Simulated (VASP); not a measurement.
# Li: convergence, RPA pressure from two volumes

Li, Im-3m (no. 229), 1 atom in the cell. PBE, RPA total energies; PAW potentials Li_GW (PBE set). VASP 6.6.1.

Wanted: RPA pressure within 0.5 GPa.

Volumes (share of the given one): 0.97, 1.03; Procedure: DFT and exact exchange, then all-in-one ACFDT on the same mesh.

The series start from Plane-wave cutoff ENCUT (eV): 200; k mesh: 10x10x10; Smearing width SIGMA (eV): 0.1; Frequency points NOMEGA: 16; Share of all bands kept (NBANDSEXACT over plane waves): 1. Each series keeps the choices made before it, and each single choice may use up half of a tolerance. Times cover all steps of a run.

## Plane-wave cutoff ENCUT (eV)

| Plane-wave cutoff ENCUT (eV) | RPA pressure (GPa) | Time (s) |
|---|---|---|
| 150 | -0.30 | 93 |
| 200 | -0.31 | 140 |
| 250 | -0.30 | 224 |
| 300 (reference) | -0.31 | 339 |

Chosen: 150, the loosest value from which every tighter one stays within half of the tolerance.

## k mesh

| k mesh | RPA pressure (GPa) | Time (s) |
|---|---|---|
| 2x2x2 | -1.85 | 32 |
| 4x4x4 | -0.12 | 35 |
| 6x6x6 | -0.31 | 35 |
| 8x8x8 | -0.33 | 70 |
| 10x10x10 (reference) | -0.30 | 93 |

Chosen: 4x4x4.

## Smearing width SIGMA (eV)

| Smearing width SIGMA (eV) | RPA pressure (GPa) | Time (s) |
|---|---|---|
| 0.2 | -0.18 | 36 |
| 0.1 | -0.12 | 35 |
| 0.05 (reference) | -0.12 | 35 |

Chosen: 0.2.

## Frequency points NOMEGA

| Frequency points NOMEGA | RPA pressure (GPa) | Time (s) |
|---|---|---|
| 6 | -0.20 | 14 |
| 8 | -0.18 | 17 |
| 12 | -0.18 | 24 |
| 16 | -0.18 | 36 |
| 24 (reference) | -0.18 | 108 |

Chosen: 6.

## Share of all bands kept (NBANDSEXACT over plane waves)

| Share of all bands kept (NBANDSEXACT over plane waves) | RPA pressure (GPa) | Time (s) |
|---|---|---|
| 0.2 | -0.29 | 14 |
| 0.4 | -0.38 | 14 |
| 0.7 | -0.15 | 14 |
| 1 (reference) | -0.20 | 14 |

Chosen: 0.2.

## All choices together

| Input | RPA pressure (GPa) | Time (s) |
|---|---|---|
| exchange kernel cut off, as for an insulator (naive) | -0.27 | 132 |
| chosen settings | -0.29 | 14 |
| reference settings throughout | -0.30 | 466 |

The tolerance is met.

## The input

INCAR.step1:
```
SYSTEM = Li
ISMEAR = 0
SIGMA = 0.2
EDIFF = 1E-8
PREC = Accurate
LASPH = .True.
LREAL = .False.
LCHARG = .False.
ENCUT = 150
GGA = PE
LWAVE = .True.
ALGO = Normal
KPAR = 8
```

INCAR.step2:
```
SYSTEM = Li
ISMEAR = 0
SIGMA = 0.2
EDIFF = 1E-8
PREC = Accurate
LASPH = .True.
LREAL = .False.
LCHARG = .False.
ENCUT = 150
GGA = PE
ALGO = Eigenval
NELM = 1
LWAVE = .False.
PRECFOCK = Fast
LHFCALC = .True.
AEXX = 1.0
ALDAC = 0.0
AGGAC = 0.0
KPAR = 8
```

INCAR.step3:
```
SYSTEM = Li
ISMEAR = 0
SIGMA = 0.2
EDIFF = 1E-8
PREC = Accurate
LASPH = .True.
LREAL = .False.
LCHARG = .False.
ENCUT = 150
GGA = PE
ALGO = ACFDT
NOMEGA = 6
LWAVE = .False.
PRECFOCK = Fast
NBANDSEXACT = 18
```

INCAR.step6, as INCAR.step3 but for:
```
- NBANDSEXACT = 18
+ NBANDSEXACT = 20
```

KPOINTS:
```
Automatic mesh
0
Gamma
  4 4 4
  0 0 0
```

POSCAR.step1:
```
Li
1.0
   -1.7369250508      1.7369250508      1.7369250508
    1.7369250508     -1.7369250508      1.7369250508
    1.7369250508      1.7369250508     -1.7369250508
Li
1
Direct
    0.0000000000      0.0000000000      0.0000000000
```

POSCAR.step4:
```
Li
1.0
   -1.7720239022      1.7720239022      1.7720239022
    1.7720239022     -1.7720239022      1.7720239022
    1.7720239022      1.7720239022     -1.7720239022
Li
1
Direct
    0.0000000000      0.0000000000      0.0000000000
```

Commands (each step's output is kept before the next begins):
```
cat potpaw_PBE.64/Li_GW/POTCAR > POTCAR
cp INCAR.step1 INCAR
cp POSCAR.step1 POSCAR
mpirun -np 8 vasp_std > vasp.out
cp INCAR.step2 INCAR
mpirun -np 8 vasp_std > vasp.out
rm WAVECAR CHG
cp INCAR.step3 INCAR
mpirun -np 8 vasp_std > vasp.out
rm WAVECAR CHG
cp INCAR.step1 INCAR
cp POSCAR.step4 POSCAR
mpirun -np 8 vasp_std > vasp.out
cp INCAR.step2 INCAR
mpirun -np 8 vasp_std > vasp.out
rm WAVECAR CHG
cp INCAR.step6 INCAR
mpirun -np 8 vasp_std > vasp.out
```

The naive input happens to agree within the tolerance here, in 132 s.

Limits: The lithium file treats the 1s shell as core.

The chosen input took VASP 6.6.1 14 s on 8 cores (Intel Xeon Platinum 8488C (Sapphire Rapids)), a shared host.
